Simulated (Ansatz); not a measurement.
# Be, space group P2_12_12: a short molecular-dynamics run

Run with the Ansatz DFT code, driven from Python.

Script `md.py`:
```python
'''Short molecular dynamics of Be.'''

import ansatz as az
import numpy as np

structure = (
    az.Lattice.of((2.168, 0.0, 0.0), (0.0, 3.755, 0.0), (0.0, 0.0, 3.416))
    .atom('Be', (0.67, 0.82, 0.7))
    .atom('Be', (0.33, 0.18, 0.7))
    .atom('Be', (0.17, 0.68, 0.3))
    .atom('Be', (0.83, 0.32, 0.3))
)

# a small cell and a short run: a test of the set-up, no statistics
calc = (
    structure.supercell(2, 1, 1).calculation()
    .functional('pbe')
    .kpoints(2, 2, 2, center='gamma')
    .occupations(az.OccupationsMethod.COLD, width=0.05)
    .md(az.Ensemble.NVT_NOSE_HOOVER, timestep=3.0, steps=12, temperature=300, initial_velocities='maxwell_boltzmann', seed=830)
)
steps = []


def follow(event):
    if event['event'] != 'md_step':
        return
    row = event['data']
    steps.append(row)
    print(f't = {row["time_fs"]:6.1f} fs  E_pot = {row["lagrangian_ev"]:.4f} eV  E_kin = {row["e_kin_ev"]:.4f} eV  T = {row["temperature_k"]:7.1f} K')


outcome = calc.session().plan(threads=1).execute(on_event=follow)
rep = outcome.report

temperature = np.array([s['temperature_k'] for s in steps])
print(f'mean temperature of the second half {temperature[len(steps) // 2 :].mean():.1f} K')

kept = np.array([s['conserved_ev'] for s in steps], float)
print(f'conserved quantity (thermostat and barostat terms included) drifts by {1000 * (kept[-1] - kept[0]) / len(outcome.lattice.sites):+.3f} meV/atom')

print('last positions (A) and velocities (A/fs)')
for site, xyz, vel in zip(outcome.lattice.sites, steps[-1]['positions_ang'], steps[-1]['velocities_ang_fs']):
    print(f'{site.symbol:2s}', ' '.join(f'{v:8.4f}' for v in xyz), ' ', ' '.join(f'{v:9.5f}' for v in vel))

track = np.array([s['positions_ang'] for s in steps])
names = np.array([site.symbol for site in outcome.lattice.sites])
for name in sorted(set(names)):
    msd = ((track[:, names == name] - track[0, names == name]) ** 2).sum(axis=2).mean(axis=1)
    print(f'mean square displacement of {name} (A^2):', np.round(msd[:: max(len(msd) // 6, 1)], 4))
```

```console
$ python md.py
DeckWarning: md: disabling space-group detection — thermal motion breaks the input geometry's symmetry, so no spatial operation reduces the k-mesh or symmetrises the density; time reversal is kept, [...]
DeckWarning: basis.ecutwfc = 420 eV, auto-derived from the records' recommended cutoffs: set by Be (normal level)
t =    0.0 fs  E_pot = -730.0373 eV  E_kin = 0.2714 eV  T =   300.0 K
t =    3.0 fs  E_pot = -731.6706 eV  E_kin = 1.7558 eV  T =  1940.5 K
t =    6.0 fs  E_pot = -734.7365 eV  E_kin = 4.6507 eV  T =  5140.0 K
t =    9.0 fs  E_pot = -737.0083 eV  E_kin = 6.6320 eV  T =  7329.6 K
t =   12.0 fs  E_pot = -737.7766 eV  E_kin = 6.7062 eV  T =  7411.7 K
t =   15.0 fs  E_pot = -736.5627 eV  E_kin = 4.8810 eV  T =  5394.4 K
t =   18.0 fs  E_pot = -734.7855 eV  E_kin = 2.6310 eV  T =  2907.8 K
t =   21.0 fs  E_pot = -733.5824 eV  E_kin = 1.2489 eV  T =  1380.3 K
t =   24.0 fs  E_pot = -733.8253 eV  E_kin = 1.3722 eV  T =  1516.6 K
t =   27.0 fs  E_pot = -735.5825 eV  E_kin = 2.8515 eV  T =  3151.5 K
t =   30.0 fs  E_pot = -737.4196 eV  E_kin = 4.3307 eV  T =  4786.3 K
t =   33.0 fs  E_pot = -738.4069 eV  E_kin = 4.8985 eV  T =  5413.8 K
t =   36.0 fs  E_pot = -738.5600 eV  E_kin = 4.6065 eV  T =  5091.1 K
mean temperature of the second half 3463.9 K
conserved quantity (thermostat and barostat terms included) drifts by -61.845 meV/atom
last positions (A) and velocities (A/fs)
Be   1.6803   2.4059   2.5034    -0.01052  -0.00088  -0.00954
Be   0.5763   0.7276   2.3864     0.01577  -0.04148  -0.00996
Be   0.5333   2.9736   1.0706    -0.01822  -0.00739   0.01406
Be   1.5067   1.1540   0.8884     0.01724   0.04061   0.00057
Be   3.8164   2.6182   2.6260    -0.02135   0.00922  -0.00274
Be   2.6543   0.6580   2.4047     0.02168  -0.03540  -0.01416
Be   2.7388   3.1472   0.8755    -0.01636  -0.00803   0.01162
Be   3.8378   1.3354   0.9089     0.01176   0.04336   0.01016
mean square displacement of Be (A^2): [0.     0.0169 0.1434 0.3495 0.4305 0.3193 0.2094]
```
(Warnings from the package without file and line, shortened.)

What to keep in mind:
- Total energies depend on the potentials; only differences at equal settings carry meaning.
- For a metal this mesh is far too coarse, so the numbers only illustrate the procedure.
- This isn't the structure that Be takes at ambient conditions.
- A small cell, a coarse mesh and a very short run: it shows the set-up and gives no equilibrium averages.
- Wall time of the script: 7.9 s on 1 thread of Arm Neoverse V2, with other jobs on the host, peak memory 0.35 GiB.
